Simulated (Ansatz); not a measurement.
**Compressing Cu**

Level of theory: DFT r2SCAN, scalar-relativistic, plane waves, PAW (Ansatz). Run with 500 eV cutoff, 18×18×10 k-mesh, Gaussian smearing of 0.10 eV, no spin polarisation.

Reference structure (relaxed):

```
CELL_PARAMETERS angstrom
2.53050 0.00000 0.00000
-1.26525 2.19148 0.00000
0.00000 0.00000 4.12986
ATOMIC_POSITIONS crystal
Cu 0.33333 0.66667 0.25000
Cu 0.66667 0.33333 0.75000
```

Cell and atoms are relaxed at each pressure within the symmetry of the start, at zero temperature, so transitions that lower the symmetry aren't seen. The k-mesh given is that at zero pressure and may differ at others. a, b and c are the lengths of the cell vectors above.

```csv
P (GPa),V (Å³/atom),V/V0,a (Å),b (Å),c (Å)
-1,11.53,1.007,2.536,2.536,4.139
0,11.45,1.000,2.530,2.530,4.130
1,11.38,0.994,2.526,2.526,4.122
4,11.19,0.977,2.511,2.511,4.098
12,10.75,0.939,2.478,2.478,4.044
25,10.20,0.891,2.434,2.434,3.975
50,9.46,0.826,2.372,2.372,3.882
90,8.67,0.757,2.304,2.304,3.771
```

Task: What bulk modulus and pressure derivative fit these points?

Result: A third-order Birch–Murnaghan fit gives B0 = 163 GPa and B0' = 4.9.

This form isn't the element's structure at ambient conditions.